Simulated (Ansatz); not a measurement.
(10−10) slab of wurtzite ZnS, 24.0 Å thick as cut, bare faces

Ansatz, PAW, plane waves, no spin–orbit coupling unless named; atoms relaxed with PBEsol, the curve by HSE06. The curve holds the local part of the PAW potentials, so its shape inside matter depends on the files.

```yaml
crystal:
  lattice:
    - [0.00000, 0.00000, 6.20764]
    - [3.78225, 0.00000, 0.00000]
    - [0.00000, 37.02050, 0.00000]
  atoms:
    - { symbol: Zn, position: [0.98757, 0.00141, 0.20220] }
    - { symbol: Zn, position: [0.99525, 0.50130, 0.29294] }
    - { symbol: Zn, position: [0.99814, 0.00151, 0.38194] }
    - { symbol: Zn, position: [0.99902, 0.50064, 0.47053] }
    - { symbol: Zn, position: [0.99933, 0.00057, 0.55899] }
    - { symbol: Zn, position: [0.99937, 0.50052, 0.64728] }
    - { symbol: Zn, position: [0.00035, 0.00044, 0.73500] }
    - { symbol: Zn, position: [0.05277, 0.50065, 0.81058] }
    - { symbol: Zn, position: [0.55198, 0.50128, 0.18965] }
    - { symbol: Zn, position: [0.49950, 0.00108, 0.26520] }
    - { symbol: Zn, position: [0.49884, 0.50145, 0.35293] }
    - { symbol: Zn, position: [0.49903, 0.00061, 0.44121] }
    - { symbol: Zn, position: [0.49914, 0.50074, 0.52968] }
    - { symbol: Zn, position: [0.49857, 0.00034, 0.61829] }
    - { symbol: Zn, position: [0.49595, 0.50036, 0.70728] }
    - { symbol: Zn, position: [0.48849, 0.00028, 0.79807] }
    - { symbol: S, position: [0.37088, 0.00118, 0.20541] }
    - { symbol: S, position: [0.37085, 0.50118, 0.29403] }
    - { symbol: S, position: [0.37247, 0.00144, 0.38230] }
    - { symbol: S, position: [0.37326, 0.50068, 0.47071] }
    - { symbol: S, position: [0.37343, 0.00066, 0.55922] }
    - { symbol: S, position: [0.37325, 0.50035, 0.64790] }
    - { symbol: S, position: [0.37433, 0.00034, 0.73710] }
    - { symbol: S, position: [0.38900, 0.50020, 0.82901] }
    - { symbol: S, position: [0.88828, 0.50122, 0.17124] }
    - { symbol: S, position: [0.87349, 0.00133, 0.26314] }
    - { symbol: S, position: [0.87271, 0.50149, 0.35233] }
    - { symbol: S, position: [0.87319, 0.00068, 0.44100] }
    - { symbol: S, position: [0.87336, 0.50055, 0.52951] }
    - { symbol: S, position: [0.87293, 0.00047, 0.61792] }
    - { symbol: S, position: [0.87158, 0.50047, 0.70618] }
    - { symbol: S, position: [0.87175, 0.00050, 0.79478] }
```

Planar mean of the electrostatic potential energy along the normal, from the vacuum level:

```
z (Å)  v (eV)
 0.00    0.00
 0.30    0.00
 0.74    0.00
 1.04    0.00
 1.33    0.00
 1.63    0.00
 2.07    0.00
 2.37    0.00
 2.67    0.00
 2.96    0.00
 3.41    0.00
 3.70   -0.01
 4.00   -0.02
 4.29   -0.04
 4.74   -0.17
 5.03   -0.42
 5.33   -1.03
 5.63   -2.58
 6.07   -6.05
 6.37   -8.33
 6.66  -10.77
 7.11  -13.83
 7.40  -14.06
 7.70  -12.23
 8.00   -9.00
 8.44   -3.85
 8.74   -3.16
 9.03   -4.90
 9.33   -8.32
 9.77  -11.21
10.07  -12.08
10.37  -12.53
10.66  -11.84
11.11  -10.14
11.40   -7.37
11.70   -4.08
11.99   -3.13
12.44   -6.40
12.74   -9.54
13.03  -11.15
13.48  -12.37
13.77  -12.26
14.07  -11.43
14.36  -10.28
14.81   -5.85
15.10   -3.36
15.40   -3.48
15.70   -6.18
16.14  -10.44
16.44  -11.49
16.73  -12.32
17.03  -12.29
17.47  -11.06
17.77   -9.32
18.07   -6.06
18.36   -3.44
18.81   -4.37
19.10   -7.74
19.40  -10.34
19.84  -11.83
20.14  -12.51
20.44  -11.91
20.73  -11.12
21.18   -8.03
21.47   -4.62
21.77   -3.14
22.06   -4.21
22.51   -9.09
22.80  -10.97
23.10  -11.79
23.40  -12.50
23.84  -11.56
24.14  -10.57
24.43   -8.22
24.88   -3.59
25.17   -3.25
25.47   -5.49
25.77   -8.88
26.21  -11.40
26.51  -12.25
26.80  -12.46
27.10  -11.66
27.54   -9.71
27.84   -6.73
28.14   -3.69
28.43   -3.21
28.88   -7.02
29.17  -10.62
29.47  -13.32
29.76  -14.21
30.21  -12.06
30.50   -9.58
30.80   -7.22
31.25   -3.89
31.54   -1.68
31.84   -0.68
32.13   -0.27
32.58   -0.07
32.87   -0.03
33.17   -0.01
33.47    0.00
33.91    0.00
34.21    0.00
34.50    0.00
34.80    0.00
35.24    0.00
35.54    0.00
35.84    0.00
36.13    0.00
36.58    0.00
36.87    0.00
```

Problem. How far below the vacuum level do the top filled and the lowest empty level lie, by each functional?

Solution. PBEsol: 5.99 and 3.82 eV (gap 2.17 eV, a 4×6×1 mesh); HSE06: 6.68 and 3.20 eV (gap 3.48 eV, a 3×4×1 mesh). Either level can be a surface state and not a band edge of the crystal.
